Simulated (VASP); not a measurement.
# SnO2 in VASP: a series of runs

Runs on SnO2. Level: PBEsol. Tasks: single point, relaxation of the atoms.

Everything below comes from runs of VASP 6.6.1. Logs are shortened: lines on timing, memory, paths and dates and some standing lists are left out, and cuts for length are marked.

### Step 1. The structure

The cell holds a slab with vacuum, 24 atoms: a = 3.217 Å, b = 6.748 Å, c = 27.736 Å, α = 90.00°, β = 90.00°, γ = 90.00°.

### Step 2. Single point, PBEsol

INCAR

```
PREC = Accurate
ENCUT = 520
EDIFF = 1E-7
ISMEAR = 0
SIGMA = 0.03
LREAL = Auto
LASPH = T
NELM = 80
ALGO = Normal
ISIF = 2
LWAVE = F
LCHARG = F
LDIPOL = T
IDIPOL = 3
DIPOL = 0.5 0.5 0.500
GGA = PS
NBANDS = 122
LVHAR = T
LVACPOTAV = T
ICORELEVEL = 1
KPAR = 4
NCORE = 2
```

KPOINTS

```
regular mesh
0
Gamma
  8 4 1
```

POSCAR

```
SnO2
1.0
    3.2165920000      0.0000000000      0.0000000000
    0.0000000000      6.7477785900      0.0000000000
    0.0000000000      0.0000000000     27.7362836400
O Sn
16 8
Direct
    0.0000000000      0.0000000000      0.2704039300
    0.5000000000      0.3062610000      0.3175374200
    0.5000000000      0.6937390000      0.3175374200
    0.0000000000      0.0000000000      0.3646709100
    0.0000000000      0.5000000000      0.3920456500
    0.5000000000      0.8062610000      0.4391791400
    0.5000000000      0.1937390000      0.4391791400
    0.0000000000      0.5000000000      0.4863126300
    0.0000000000      0.0000000000      0.5136873700
    0.5000000000      0.3062610000      0.5608208600
    0.5000000000      0.6937390000      0.5608208600
    0.0000000000      0.0000000000      0.6079543500
    0.0000000000      0.5000000000      0.6353290900
    0.5000000000      0.8062610000      0.6824625800
    0.5000000000      0.1937390000      0.6824625800
    0.0000000000      0.5000000000      0.7295960700
    0.0000000000      0.5000000000      0.3175374200
    0.5000000000      0.0000000000      0.3175374200
    0.0000000000      0.0000000000      0.4391791400
    0.5000000000      0.5000000000      0.4391791400
    0.0000000000      0.5000000000      0.5608208600
    0.5000000000      0.0000000000      0.5608208600
    0.0000000000      0.0000000000      0.6824625800
    0.5000000000      0.5000000000      0.6824625800
```

Potentials or basis: VASP PAW PBE potentials, release 64 (O, Sn_d).

The run is started by

```bash
$ cat potpaw_PBE.64/O/POTCAR potpaw_PBE.64/Sn_d/POTCAR > POTCAR
$ mpirun -np 8 vasp_std > vasp.out
```

OUTCAR:

```text
PREC = Accurate
   ENCUT = 520
   EDIFF = 1E-7
   ISMEAR = 0
   LREAL = Auto
   LASPH = T
   NELM = 80
   ISIF = 2
   GGA = PS

 ion  position               nearest neighbor table
   1  0.000  0.000  0.270-  18 2.07  18 2.07
   2  0.500  0.306  0.318-  18 2.07  17 2.07  17 2.07
   3  0.500  0.694  0.318-  18 2.07  17 2.07  17 2.07
   4  0.000  0.000  0.365-  19 2.07  18 2.07  18 2.07
   5  0.000  0.500  0.392-  17 2.07  20 2.07  20 2.07
   6  0.500  0.806  0.439-  20 2.07  19 2.07  19 2.07
   7  0.500  0.194  0.439-  20 2.07  19 2.07  19 2.07
   8  0.000  0.500  0.486-  21 2.07  20 2.07  20 2.07
   9  0.000  0.000  0.514-  19 2.07  22 2.07  22 2.07
  10  0.500  0.306  0.561-  22 2.07  21 2.07  21 2.07
  11  0.500  0.694  0.561-  22 2.07  21 2.07  21 2.07
  12  0.000  0.000  0.608-  23 2.07  22 2.07  22 2.07
  13  0.000  0.500  0.635-  21 2.07  24 2.07  24 2.07
  14  0.500  0.806  0.682-  24 2.07  23 2.07  23 2.07
  15  0.500  0.194  0.682-  24 2.07  23 2.07  23 2.07
  16  0.000  0.500  0.730-  24 2.07  24 2.07
  17  0.000  0.500  0.318-   5 2.07   3 2.07   2 2.07   2 2.07   3 2.07  20 3.74  20 3.74  18 3.74
                            18 3.74  18 3.74  18 3.74
  18  0.500  0.000  0.318-   2 2.07   3 2.07   1 2.07   4 2.07   1 2.07   4 2.07  19 3.74  19 3.74
                            17 3.74  17 3.74  17 3.74  17 3.74
  19  0.000  0.000  0.439-   4 2.07   9 2.07   7 2.07   6 2.07   6 2.07   7 2.07  18 3.74  22 3.74
                            18 3.74  22 3.74  20 3.74  20 3.74  20 3.74  20 3.74
  20  0.500  0.500  0.439-   6 2.07   7 2.07   5 2.07   8 2.07   5 2.07   8 2.07  17 3.74  21 3.74
                            17 3.74  21 3.74  19 3.74  19 3.74  19 3.74  19 3.74
  21  0.000  0.500  0.561-   8 2.07  13 2.07  11 2.07  10 2.07  10 2.07  11 2.07  20 3.74  24 3.74
                            20 3.74  24 3.74  22 3.74  22 3.74  22 3.74  22 3.74
  22  0.500  0.000  0.561-  10 2.07  11 2.07   9 2.07  12 2.07   9 2.07  12 2.07  19 3.74  23 3.74
                            19 3.74  23 3.74  21 3.74  21 3.74  21 3.74  21 3.74
  23  0.000  0.000  0.682-  12 2.07  14 2.07  15 2.07  14 2.07  15 2.07  22 3.74  22 3.74  24 3.74
                            24 3.74  24 3.74  24 3.74
  24  0.500  0.500  0.682-  14 2.07  15 2.07  13 2.07  16 2.07  13 2.07  16 2.07  21 3.74  21 3.74
                            23 3.74  23 3.74  23 3.74  23 3.74

  LATTYP: Found a simple orthorhombic cell.
 ALAT       =     3.2165920000
 B/A-ratio  =     2.0978036972
 C/A-ratio  =     8.6228790098

  Lattice vectors:

 A1 = (   3.2165920000,   0.0000000000,   0.0000000000)
 A2 = (   0.0000000000,   6.7477785900,   0.0000000000)
 A3 = (   0.0000000000,   0.0000000000,  27.7362836400)

Analysis of symmetry for initial positions (statically):
[... 206 lines left out ...]
 Free energy of the ion-electron system (eV)
  ---------------------------------------------------
  ext. energy  EPLUGINS =         0.00000000
  ---------------------------------------------------
  free energy    TOTEN  =      -154.53616766 eV

  energy without entropy =     -154.53616766  energy(sigma->0) =     -154.53616766

 the core state eigenenergies are
   1-  1s   -504.2365
   2-  1s   -506.5337
   3-  1s   -506.5337
   4-  1s   -505.4971
   5-  1s   -505.8849
   6-  1s   -505.6650
[... 8 lines left out ...]
  15-  1s   -506.5337
  16-  1s   -504.2365
  17-  1s -29003.0657  2s  -4374.4655  2p  -3926.0887  3s   -840.7773  3p   -694.3243
       3d   -469.0226  4s   -129.8193  4p    -85.6137
  18-  1s -29001.2038  2s  -4372.6154  2p  -3924.2350  3s   -838.9832  3p   -692.5297
       3d   -467.2218  4s   -128.1231  4p    -83.9306
  19-  1s -29001.7835  2s  -4373.1836  2p  -3924.8040  3s   -839.5522  3p   -693.0987
       3d   -467.7901  4s   -128.6917  4p    -84.4989
  20-  1s -29001.9361  2s  -4373.3337  2p  -3924.9544  3s   -839.7007  3p   -693.2472
       3d   -467.9387  4s   -128.8370  4p    -84.6437
  21-  1s -29001.7835  2s  -4373.1836  2p  -3924.8040  3s   -839.5522  3p   -693.0987
       3d   -467.7901  4s   -128.6917  4p    -84.4989
  22-  1s -29001.9361  2s  -4373.3337  2p  -3924.9544  3s   -839.7007  3p   -693.2472
       3d   -467.9387  4s   -128.8370  4p    -84.6437
  23-  1s -29003.0657  2s  -4374.4655  2p  -3926.0887  3s   -840.7773  3p   -694.3243
       3d   -469.0226  4s   -129.8193  4p    -85.6137
  24-  1s -29001.2038  2s  -4372.6154  2p  -3924.2350  3s   -838.9832  3p   -692.5297
       3d   -467.2218  4s   -128.1231  4p    -83.9306

 E-fermi :  -0.2152     XC(G=0):  -6.0028

 val. band max:       -0.3995284282   @ k =   0.3750   0.0000   0.0000
 cond. band min:      -0.0768188686   @ k =   0.0000   0.0000   0.0000
 fundamental gap:      0.3227095596
 Fermi energy:        -0.2152153398

 k-point     1 :       0.0000    0.0000    0.0000
  band No.  band energies     occupation
      1     -22.5779      2.00000
      2     -22.5778      2.00000
      3     -21.9269      2.00000
      4     -21.8869      2.00000
      5     -21.8651      2.00000
      6     -21.8651      2.00000
[... 1774 lines left out ...]
    115       6.0155      0.00000
    116       6.0155      0.00000
 [bands above 116 left out]

------------------------ aborting loop because EDIFF is reached ----------------------------------------

  FORCE on cell =-STRESS in cart. coord.  units (eV):
  Direction    XX          YY          ZZ          XY          YZ          ZX
  --------------------------------------------------------------------------------------
  -------------------------------------------------------------------------------------
  Total       -6.5009537      5.6395967     -1.0500634      0.0000000      0.0000000      0.0000000
  in kB      -17.3014531     15.0090623     -2.7946088      0.0000000      0.0000000      0.0000000
  external PRESSURE =      -1.6956666 kB  Pullay stress =       0.0000000 kB

 VOLUME and BASIS-vectors are now :
 -----------------------------------------------------------------------------
  energy-cutoff  :      520.00
  volume of cell :      602.01
      direct lattice vectors                 reciprocal lattice vectors
     3.216592000  0.000000000  0.000000000     0.310888045  0.000000000  0.000000000
     0.000000000  6.747778590  0.000000000     0.000000000  0.148196919  0.000000000
     0.000000000  0.000000000 27.736283640     0.000000000  0.000000000  0.036053857

 POSITION                                       TOTAL-FORCE (eV/Angst)
 -----------------------------------------------------------------------------------
      0.00000      0.00000      7.50000         0.000000      0.000000      1.061908
      1.60830      2.06658      8.80731         0.000000      1.441395     -0.662822
      1.60830      4.68120      8.80731         0.000000     -1.441395     -0.662822
      0.00000      0.00000     10.11462         0.000000      0.000000      1.058119
      0.00000      3.37389     10.87389         0.000000      0.000000     -0.447413
      1.60830      5.44047     12.18120         0.000000     -0.171232      0.012620
[... 16 lines left out ...]
      0.00000      0.00000     18.92898         0.000000      0.000000     -1.874874
      1.60830      3.37389     18.92898         0.000000      0.000000      2.439470
 -----------------------------------------------------------------------------------
    total drift:                                0.000000      0.000000     -0.000000

  FREE ENERGIE OF THE ION-ELECTRON SYSTEM (eV)
  ---------------------------------------------------
  free  energy   TOTEN  =      -154.5361676602 eV

  energy  without entropy=     -154.5361676602  energy(sigma->0) =     -154.53616766

 vacuum level on the upper side and lower side of the slab         6.520         6.520
```

stdout:

```text
POSCAR found type information on POSCAR O Sn
 POSCAR found :  2 types and      24 ions
 scaLAPACK will be used
 -----------------------------------------------------------------------------
[... 23 lines left out ...]
|     Did not find any points to average over, which means that no vacuum     |
|     field-free region was found. Please increase the size of  your cell     |
|     in the dimension of the dipole correction to obtain accurate            |
|     workfunction values.                                                    |
|                                                                             |
 -----------------------------------------------------------------------------
```

It took 7.2 min on 8 MPI ranks of Intel Xeon Platinum 8488C (Sapphire Rapids), shared host; peak memory 0.6 GiB.

What came out:

| Quantity | Value |
| --- | --- |
| Free energy | -154.5362 eV |
| Largest force | 2.439 eV/Å |
| Band gap on the k mesh | 0.32 eV, indirect (least direct gap 0.39 eV) |
| Ionisation potential of the upper face | 6.92 eV |

Forces on the atoms (eV/Å):
```
O    0.000  0.000  1.062
O    0.000  1.441 -0.663
O    0.000 -1.441 -0.663
O    0.000  0.000  1.058
O    0.000  0.000 -0.447
O    0.000 -0.171  0.013
O    0.000  0.171  0.013
O    0.000  0.000 -0.070
O    0.000  0.000  0.070
O    0.000 -0.171 -0.013
O    0.000  0.171 -0.013
O    0.000  0.000  0.447
O    0.000  0.000 -1.058
O    0.000  1.441  0.663
O    0.000 -1.441  0.663
O    0.000  0.000 -1.062
Sn   0.000  0.000  1.875
Sn   0.000  0.000 -2.439
Sn   0.000  0.000 -0.159
Sn   0.000  0.000  0.328
Sn   0.000  0.000  0.159
Sn   0.000  0.000 -0.328
Sn   0.000  0.000 -1.875
Sn   0.000  0.000  2.439
```

Core levels (eV, on the scale of the bands):
```csv
atom,levels
1 O,1s -504.2
2 O,1s -506.5
3 O,1s -506.5
4 O,1s -505.5
5 O,1s -505.9
6 O,1s -505.7
```

Caveat: the PAW data sets were made with another functional, which shifts forces and pressure a little; spin-orbit coupling is left out, which moves the levels of the heavy elements.

### Step 3. Relaxation of the atoms, PBEsol

INCAR

```
PREC = Accurate
ENCUT = 520
EDIFF = 1E-6
ISMEAR = 0
SIGMA = 0.03
LREAL = Auto
LASPH = T
NELM = 80
ALGO = Normal
ISIF = 2
LWAVE = F
LCHARG = F
LDIPOL = T
IDIPOL = 3
DIPOL = 0.5 0.5 0.500
GGA = PS
IBRION = 2
NSW = 80
EDIFFG = -0.02
KPAR = 4
NCORE = 2
```

KPOINTS is that of step 2.

POSCAR is that of step 2.

Potentials or basis: VASP PAW PBE potentials, release 64 (O, Sn_d).

The run is started by

```bash
$ cat potpaw_PBE.64/O/POTCAR potpaw_PBE.64/Sn_d/POTCAR > POTCAR
$ mpirun -np 8 vasp_std > vasp.out
```

Wall time 62 min (8 MPI ranks of Intel Xeon Platinum 8488C (Sapphire Rapids), shared host); peak memory 0.66 GiB.

The run converged. Its results:

| Item | Value |
| --- | --- |
| Free energy | -155.5919 eV |
| Energy gained by relaxing | 44.0 meV/atom |
| Ionic steps | 23 |
| Largest force after relaxing | 0.020 eV/Å |
| Band gap on the k mesh | 0.82 eV, indirect (least direct gap 0.88 eV) |

Forces in eV/Å, atoms in the order of the input:
```
O    0.000  0.000  0.015
O    0.000 -0.001  0.009
O    0.000  0.001  0.009
O    0.000  0.000 -0.017
O    0.000  0.000  0.010
O    0.000 -0.009 -0.001
O    0.000  0.009 -0.001
O    0.000  0.000  0.020
O    0.000  0.000 -0.020
O    0.000 -0.009  0.001
O    0.000  0.009  0.001
O    0.000  0.000 -0.010
O    0.000  0.000  0.017
O    0.000 -0.001 -0.009
O    0.000  0.001 -0.009
O    0.000  0.000 -0.015
Sn   0.000  0.000 -0.015
Sn   0.000  0.000 -0.014
Sn   0.000  0.000  0.001
Sn   0.000  0.000  0.001
Sn   0.000  0.000 -0.001
Sn   0.000  0.000 -0.001
Sn   0.000  0.000  0.015
Sn   0.000  0.000  0.014
```

The path:
```
step  energy change (eV)  largest force (eV/Å)  pressure (GPa)
   1              0.0000                2.4395           -0.17
   2             -0.5846                1.2115            0.76
   3             -0.6477                0.7303            0.40
   4             -0.8065                0.6035            0.58
   5             -0.8374                0.5717            0.68
   6             -0.9213                0.7047            0.49
   7             -0.9214                0.7178            0.49
   8             -0.9704                0.4742            0.31
   9             -0.9725                0.3886            0.34
  10             -0.9970                0.2626            0.20
  11             -0.9991                0.2774            0.15
  12             -1.0176                0.2629           -0.01
  13             -1.0200                0.3523           -0.11
  14             -1.0351                0.2459           -0.26
  15             -1.0456                0.1472           -0.48
  16             -1.0459                0.1718           -0.53
  17             -1.0509                0.1010           -0.58
  18             -1.0514                0.0914           -0.60
  19             -1.0533                0.0879           -0.62
  20             -1.0533                0.0985           -0.62
  21             -1.0548                0.0601           -0.62
  22             -1.0550                0.0656           -0.62
  23             -1.0557                0.0197           -0.60
```

Final structure:
```
CELL_PARAMETERS angstrom
3.21659 0.00000 0.00000
0.00000 6.74778 0.00000
0.00000 0.00000 27.73628
ATOMIC_POSITIONS crystal
O 0.00000 0.00000 0.26627
O 0.50000 0.31456 0.31219
O 0.50000 0.68544 0.31219
O 0.00000 0.00000 0.36115
O 0.00000 0.50000 0.39531
O 0.50000 0.80458 0.43847
O 0.50000 0.19542 0.43847
O 0.00000 0.50000 0.48979
O 0.00000 0.00000 0.51021
O 0.50000 0.30458 0.56153
O 0.50000 0.69542 0.56153
O 0.00000 0.00000 0.60469
O 0.00000 0.50000 0.63885
O 0.50000 0.81456 0.68781
O 0.50000 0.18544 0.68781
O 0.00000 0.50000 0.73373
Sn 0.00000 0.50000 0.32325
Sn 0.50000 0.00000 0.30868
Sn 0.00000 0.00000 0.43446
Sn 0.50000 0.50000 0.44393
Sn 0.00000 0.50000 0.56554
Sn 0.50000 0.00000 0.55607
Sn 0.00000 0.00000 0.67675
Sn 0.50000 0.50000 0.69132
```

Levels at points of the mesh, in eV from the valence-band top:
| k point | band 101 | band 102 | band 103 | band 104 | band 105 | band 106 | band 107 | band 108 |
| --- | --- | --- | --- | --- | --- | --- | --- | --- |
| (0.00, 0.00, 0.00) | -0.58 | -0.58 | -0.09 | -0.06 | 0.82 | 1.30 | 2.21 | 3.34 |
| (0.50, 0.00, 0.00) | -0.39 | -0.32 | -0.05 | -0.05 | 3.82 | 3.89 | 4.26 | 4.70 |
| (0.00, 0.50, 0.00) | -0.48 | -0.48 | -0.27 | -0.27 | 1.93 | 1.93 | 3.04 | 3.04 |
| (0.50, 0.50, 0.00) | -0.30 | -0.30 | -0.10 | -0.10 | 3.99 | 3.99 | 5.24 | 5.24 |

Caveat: the PAW data sets were made with another functional, which shifts forces and pressure a little; spin-orbit coupling is left out, which moves the levels of the heavy elements.

### Step 4. Single point, PBEsol

INCAR: that of step 3 with these lines changed.

```diff
@@ -2,3 +2,3 @@
 ENCUT = 520
-EDIFF = 1E-6
+EDIFF = 1E-7
 ISMEAR = 0
@@ -16,5 +16,6 @@
 GGA = PS
-IBRION = 2
-NSW = 80
-EDIFFG = -0.02
+NBANDS = 122
+LVHAR = T
+LVACPOTAV = T
+ICORELEVEL = 1
 KPAR = 4
```

KPOINTS is that of step 3.

POSCAR

```
SnO2                                    
1.0
    3.2165920000      0.0000000000      0.0000000000
    0.0000000000      6.7477785900      0.0000000000
    0.0000000000      0.0000000000     27.7362836400
  O               Sn            
    16     8
Direct
     0.0000000000000000    0.0000000000000000    0.2662703423512342
     0.5000000000000000    0.3145593905352154    0.3121906234000434
     0.5000000000000000    0.6854406094647845    0.3121906234000434
     0.0000000000000000    0.0000000000000000    0.3611548049941553
     0.0000000000000000    0.5000000000000000    0.3953089034219778
     0.5000000000000000    0.8045798907107561    0.4384736586128560
     0.5000000000000000    0.1954201092892434    0.4384736586128560
     0.0000000000000000    0.5000000000000000    0.4897864374770400
     0.0000000000000000    0.0000000000000000    0.5102135625229599
     0.5000000000000000    0.3045798907107567    0.5615263413871440
     0.5000000000000000    0.6954201092892439    0.5615263413871440
     0.0000000000000000    0.0000000000000000    0.6046910965780223
     0.0000000000000000    0.5000000000000000    0.6388451950058447
     0.5000000000000000    0.8145593905352155    0.6878093765999567
     0.5000000000000000    0.1854406094647847    0.6878093765999567
     0.0000000000000000    0.5000000000000000    0.7337296576487657
     0.0000000000000000    0.5000000000000000    0.3232486397965970
     0.5000000000000000    0.0000000000000000    0.3086822748044322
     0.0000000000000000    0.0000000000000000    0.4344626784837498
     0.5000000000000000    0.5000000000000000    0.4439291770352226
     0.0000000000000000    0.5000000000000000    0.5655373215162502
     0.5000000000000000    0.0000000000000000    0.5560708229647775
     0.0000000000000000    0.0000000000000000    0.6767513602034030
     0.5000000000000000    0.5000000000000000    0.6913177251955677
```

The run is started by

```bash
$ cat potpaw_PBE.64/O/POTCAR potpaw_PBE.64/Sn_d/POTCAR > POTCAR
$ mpirun -np 8 vasp_std > vasp.out
```

It took 6.3 min on 8 MPI ranks of Intel Xeon Platinum 8488C (Sapphire Rapids), shared host; peak memory 0.6 GiB.

The run converged. Its results:

```yaml
Free_energy: -155.5919 eV
Largest_force: 0.020 eV/Å
Band_gap_on_the_k_mesh: 0.82 eV, indirect (least direct gap 0.88 eV)
Ionisation_potential_of_the_upper_face: 7.55 eV
```

Forces in eV/Å, atoms in the order of the input:
```
O    0.000  0.000  0.015
O    0.000 -0.001  0.009
O    0.000  0.001  0.009
O    0.000  0.000 -0.017
O    0.000  0.000  0.010
O    0.000 -0.009 -0.002
O    0.000  0.009 -0.002
O    0.000  0.000  0.020
O    0.000  0.000 -0.020
O    0.000 -0.009  0.002
O    0.000  0.009  0.002
O    0.000  0.000 -0.010
O    0.000  0.000  0.017
O    0.000 -0.001 -0.009
O    0.000  0.001 -0.009
O    0.000  0.000 -0.015
Sn   0.000  0.000 -0.015
Sn   0.000  0.000 -0.013
Sn   0.000  0.000  0.000
Sn   0.000  0.000  0.001
Sn   0.000  0.000  0.000
Sn   0.000  0.000 -0.001
Sn   0.000  0.000  0.015
Sn   0.000  0.000  0.013
```

Levels at points of the mesh, in eV from the valence-band top:
| k point | band 101 | band 102 | band 103 | band 104 | band 105 | band 106 | band 107 | band 108 |
| --- | --- | --- | --- | --- | --- | --- | --- | --- |
| (0.00, 0.00, 0.00) | -0.58 | -0.58 | -0.09 | -0.06 | 0.82 | 1.30 | 2.21 | 3.34 |
| (0.50, 0.00, 0.00) | -0.39 | -0.32 | -0.05 | -0.05 | 3.82 | 3.89 | 4.26 | 4.70 |
| (0.00, 0.50, 0.00) | -0.48 | -0.48 | -0.27 | -0.27 | 1.93 | 1.93 | 3.04 | 3.04 |
| (0.50, 0.50, 0.00) | -0.30 | -0.30 | -0.10 | -0.10 | 3.99 | 3.99 | 5.24 | 5.24 |

Core levels (eV, on the scale of the bands):
```csv
atom,levels
1 O,1s -504.6
2 O,1s -506.4
3 O,1s -506.4
4 O,1s -505.5
5 O,1s -506.3
6 O,1s -505.9
```

Caveat: the PAW data sets were made with another functional, which shifts forces and pressure a little; spin-orbit coupling is left out, which moves the levels of the heavy elements.
